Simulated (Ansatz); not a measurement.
Wanted: the native input for an Ansatz 0.2.0 run.

- Task: relaxation of cell and atoms
- Functional: revPBE
- Potentials or basis: Ansatz PAW
- Cutoff: 420 eV (not typed: the program's choice for these potentials)
- k mesh: 10 × 10 × 9
- Occupations: fermi-dirac, width 0.05 eV
- Spin: no spin polarisation

Crystal: TaN.

```
CELL_PARAMETERS angstrom
2.93800 0.00000 0.00000
-1.46900 2.54438 0.00000
0.00000 0.00000 2.88300
ATOMIC_POSITIONS crystal
Ta 0.33333 0.66667 0.50000
N 0.00000 0.00000 0.00000
```

One way to write it, as run:

input.yaml

```yaml
crystal:
  lattice:
    - [2.93800111, 0.0, 0.0]
    - [-1.46900055, 2.5443836, 0.0]
    - [0.0, 0.0, 2.88300221]
  atoms:
    - { symbol: Ta, position: [0.3333333333, 0.6666666667, 0.5] }
    - { symbol: "N", position: [0.0, 0.0, 0.0] }
hamiltonian:
  xc: revpbe
  pseudopotentials: { kind: paw }
kpoints:
  mp_grid: { grid: [10, 10, 9] }
scf:
  occupations: { method: fermi_dirac, width: 0.05 }
output:
  forces: true
  stress: true
  eigenvalues: true
  write_density: true
  write_potential: true
  elf: true
  volumetric_format: npy
relax:
  f_tol: 0.01
  max_steps: 40
  cell: { stress_tol: 0.05 }
```

Potentials or basis: Ansatz PAW.

Command:

```console
$ ansatz run input.yaml --threads 2 --pin off --max-ram 5632MiB --backend cpu --events-out ev --progress --plain --runs-dir out
```

Results of the run:

- Relaxed volume: 11.03 Å³/atom
- Relaxed cell: a = 2.960 Å, b = 2.960 Å, c = 2.908 Å, α = 90.00°, β = 90.00°, γ = 120.00°
- Space group after relaxing (to 0.05 Å): P-6m2 (No. 187)
- Energy gained by relaxing: 6.4 meV/atom
- Ionic steps: 7
- Pressure after relaxing: 0.0 GPa
- Band gap on the k mesh: none (metal or under the smearing width)

Caveat: the plane-wave basis is chosen anew once the cell has moved, so the energies of steps on either side of that aren't comparable; the pressure holds a Pulay correction of +0.4 GPa for the finite cutoff; the PAW data sets come from PBE, with cores solved anew for the run's functional, which leaves a small shift of forces and pressure.

It took 12 s on 2 threads of Intel(R) Xeon(R) Platinum 8259CL CPU @ 2.50GHz (Skylake/Cascade Lake), with other jobs on the host, peak memory 0.37 GiB.
